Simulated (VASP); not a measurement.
# Sn3O: single point with r2SCAN

Crystal: Sn3O.

```
Sn O
1.0
     4.35834    0.00000    0.00000
     0.00000    4.35834    0.00000
     0.00000    0.00000    4.35834
Sn O
3 1
Direct
  0.00000 0.50000 0.50000
  0.50000 0.00000 0.50000
  0.50000 0.50000 0.00000
  0.00000 0.00000 0.00000
```

The cell was built by a generator and needn't be a form met in nature.

```
Program                : VASP 6.6.1
Task                   : single point
Functional             : r2SCAN
Potentials or basis    : VASP PAW PBE potentials, release 64 (Sn_d, O)
Cutoff                 : 520 eV
k mesh                 : 4 × 4 × 4
Occupations            : gaussian, width 0.1 eV
Spin                   : no spin polarisation
Dipole correction      : no
Further INCAR settings : ALGO = Normal; EDIFF = 1e-07; NBANDS = 32
```

| Quantity | Value |
| --- | --- |
| Pressure | 3.3 GPa |
| Band gap on the k mesh | none (metal or under the smearing width) |

Levels at points of the mesh, in eV from the Fermi level:
```csv
k point,band 22,band 23,band 24,band 25,band 26,band 27
"(0.00, 0.00, 0.00)",-3.89,-0.99,-0.99,-0.99,3.72,3.72
"(0.50, 0.00, 0.00)",-2.17,-1.96,-1.96,0.90,2.00,2.00
"(0.50, 0.50, 0.00)",-1.90,-1.90,0.17,0.17,1.00,1.00
"(0.50, 0.50, 0.50)",-5.06,-5.06,0.22,0.22,0.22,6.62
```

It took 64 s on 1 thread of AMD EPYC 9R45 (Zen 5), on a shared host, peak memory 0.16 GiB.

Caveat: the k mesh is coarse (spacing up to 0.36 Å⁻¹), so the values aren't converged; the PAW data sets were made with another functional, which shifts forces and pressure a little.
